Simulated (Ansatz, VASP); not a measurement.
# One calculation of S, two programs

File INCAR:

```
ALGO = Normal ; EDIFF = 1E-7
ENCUT = 520 ; GGA = PE
ISIF = 2 ; ISMEAR = -1
LASPH = T ; LCHARG = F
LREAL = F ; LWAVE = F
NBANDS = 20 ; NELM = 80
PREC = Accurate ; SIGMA = 0.05
```

File KPOINTS:

```
k-points
0
Gamma
  5 5 9
```

The input POSCAR:

```
S
1.0
    5.7527735927      0.0000000000      0.0000000000
    0.0000000000      5.7527735927      0.0000000000
    0.0000000000      0.0000000000      2.9884307625
S
4
Direct
    0.6166086200      0.3833913800      0.0000000000
    0.3833913800      0.6166086200      0.0000000000
    0.1166086200      0.1166086200      0.5000000000
    0.8833913800      0.8833913800      0.5000000000
```

Contents of input.yaml:

```yaml
crystal:
  lattice:
    - [5.7527735927, 0.0, 0.0]
    - [0.0, 5.7527735927, 0.0]
    - [0.0, 0.0, 2.9884307625]
  atoms:
    - { symbol: S, position: [0.61660862, 0.38339138, 0.0] }
    - { symbol: S, position: [0.38339138, 0.61660862, 0.0] }
    - { symbol: S, position: [0.11660862, 0.11660862, 0.5] }
    - { symbol: S, position: [0.88339138, 0.88339138, 0.5] }
hamiltonian:
  xc: pbe
  pseudopotentials: { kind: paw }
kpoints:
  mp_grid: { grid: [5, 5, 9] }
scf:
  occupations: { method: fermi_dirac, width: 0.05 }
output:
  forces: true
  stress: true
  eigenvalues: true
  write_density: true
  write_potential: true
  elf: true
  volumetric_format: npy
```

Change from the starting cell: volume scaled by 1.04.

Alike in both runs: task single point; functional PBE; k mesh 5 × 5 × 9; occupations fermi-dirac, width 0.05 eV; no spin polarisation.

```csv
,VASP,Ansatz
version,VASP 6.6.1,Ansatz 0.2.0
potentials or method,"VASP PAW PBE potentials, release 64 (S)",Ansatz PAW
plane-wave cutoff (eV),520,420
valence electrons in the cell,24,24
```

```tsv
	VASP	Ansatz	Ansatz less VASP
gap on the k mesh at the Fermi level (eV)	none	none	-
pressure (GPa)	-0.1	0.4	+0.55
largest component of the traceless stress (GPa)	0.32	0.80	+0.484
rms of the force components (eV/Å)	0.071	0.070	-0.0010
```

Atom by atom the forces differ by 0.142 eV/Å (rms over components). A gap of «none» marks a metal or a gap that the smearing closes. One of these differences is far larger than is usual between the two programs; its cause wasn't traced.
